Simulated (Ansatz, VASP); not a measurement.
**One calculation of Al2Au, two programs**

```
Au Al
1.0
     0.00000    2.93879    2.93879
     2.93879    0.00000    2.93879
     2.93879    2.93879    0.00000
Au Al
1 2
Direct
  0.00000 0.00000 0.00000
  0.75000 0.75000 0.75000
  0.25000 0.25000 0.25000
```

Change from the starting cell: a relaxed cell with its volume scaled by 0.96.

Alike in both runs: task single point; functional LDA; k mesh 8 × 8 × 8; occupations fermi-dirac, width 0.05 eV; no spin polarisation.

```csv
,VASP,Ansatz
version,VASP 6.6.1,Ansatz 0.2.0
potentials or method,"VASP PAW LDA potentials, release 64 (Au, Al)",Ansatz PAW
plane-wave cutoff (eV),520,420
valence electrons in the cell,17,25
```

```tsv
	VASP	Ansatz	Ansatz less VASP
gap on the k mesh at the Fermi level (eV)	none	none	-
pressure (GPa)	5.4	5.1	-0.25
```

A gap of «none» marks a metal or a gap that the smearing closes. The two sets of potentials don't hold the same shells in valence.

Caveats: the PAW data sets come from PBE, with cores solved anew for the run's functional, which leaves a small shift of forces and pressure (Ansatz). The runs have no spin-orbit coupling, so splittings on Au are missing.
